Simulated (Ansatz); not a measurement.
# Sc started on an Al site in zincblende AlN, 64 atoms, charge 0

All numbers come from Ansatz (PAW, plane waves, no spin–orbit coupling) at the single k point (¼, ¼, ¼) without its symmetry partners. The atoms were relaxed with PBEsol in a fixed cell; other functionals are single points on those atoms unless said otherwise. The valence top and gap of the host come from its small cell on a dense mesh, with the band extrema sought between the mesh points, lined up by the mean potential, PBEsol gap 3.19 eV, HSE06 gap 4.55 eV.

Relaxed structure:

```
Al Sc N
1.0
     8.75544    0.00000    0.00000
     0.00000    8.75544    0.00000
     0.00000    0.00000    8.75544
Al Sc N
31 1 32
Direct
  0.00000 0.00064 0.99972
  0.99991 0.00053 0.49993
  0.99989 0.50074 0.99969
  0.00011 0.50060 0.49980
  0.50009 0.00057 0.99964
  0.50000 0.00067 0.49979
  0.50000 0.50057 0.99982
  0.24944 0.25008 0.99990
  0.24694 0.24757 0.50061
  0.24945 0.75121 0.99969
  0.24718 0.75362 0.49920
  0.75060 0.25004 0.99970
  0.75295 0.24784 0.49922
  0.75052 0.75113 0.99972
  0.75259 0.75322 0.50054
  0.24949 0.00080 0.24925
  0.24941 0.00052 0.75034
  0.24695 0.50137 0.24672
  0.24715 0.50006 0.75281
  0.75053 0.00052 0.24923
  0.75049 0.00067 0.75025
  0.75297 0.50004 0.24699
  0.75263 0.50124 0.75244
  0.00017 0.25007 0.24924
  0.99990 0.25006 0.75037
  0.99989 0.75122 0.24922
  0.00002 0.75111 0.75027
  0.50071 0.24761 0.24677
  0.49942 0.24777 0.75275
  0.49946 0.75356 0.24695
  0.50063 0.75325 0.75246
  0.49923 0.49993 0.49924
  0.12495 0.12559 0.12474
  0.12337 0.12401 0.62564
  0.12333 0.62647 0.12316
  0.12525 0.62602 0.62518
  0.62582 0.12402 0.12319
  0.62539 0.12582 0.62514
  0.62544 0.62603 0.12491
  0.63387 0.63450 0.63371
  0.37494 0.37555 0.12492
  0.36599 0.36661 0.63429
  0.37449 0.87757 0.12321
  0.37492 0.87594 0.62518
  0.87690 0.37509 0.12324
  0.87535 0.37557 0.62517
  0.87525 0.87593 0.12467
  0.87667 0.87726 0.62559
  0.37495 0.12579 0.37477
  0.37445 0.12404 0.87664
  0.36601 0.63509 0.36575
  0.37492 0.62603 0.87517
  0.87688 0.12406 0.37427
  0.87528 0.12557 0.87507
  0.87536 0.62605 0.37475
  0.87665 0.62638 0.87639
  0.12519 0.37557 0.37475
  0.12340 0.37511 0.87670
  0.12342 0.87755 0.37427
  0.12493 0.87590 0.87509
  0.63438 0.36672 0.36585
  0.62541 0.37550 0.87510
  0.62541 0.87594 0.37475
  0.62576 0.87733 0.87639
```

Chemical potentials μ are those of reference phases of the elements at zero temperature by the same functional (the usual solids, diamond for C, grey Sn, and the molecules H2, N2, O2, F2, Cl2, Br2 and S8).

| functional | E(defect) − E(host) − Σ nμ + q·E_VBM (eV) | monopole (eV) | alignment (eV) | formation energy at E_F = VBM (eV) | moment (μB) | wall time, shared host |
| --- | --- | --- | --- | --- | --- | --- |
| PBEsol | 0.21 | 0.00 | 0.00 | 0.21 | 0 (no spin) | 7.8 s on 8 threads of EPYC 9R45 (relaxation) |

(1) Estimate the formation energy and moment that HSE06 gives on these atoms.

HSE06 one-electron levels near the gap (the ten most localised at most), from the host's valence top:

```csv
level (eV),spin,filling,atoms sharing it,element of the atom with most weight
-0.24,both,2.00,36.0,spread
-0.18,both,2.00,27.0,spread
-0.18,both,2.00,27.0,spread
-0.07,both,2.00,35.8,spread
-0.07,both,2.00,36.0,spread
```

All elements are taken at their own reference at once; growth conditions in equilibrium with the host shift these energies, by up to the host's formation enthalpy.

One k point and a cell of this size can leave errors of several tenths of an eV in such numbers.

Answers

(1) 0.17 eV at E_F = VBM, moment 0 (no spin).
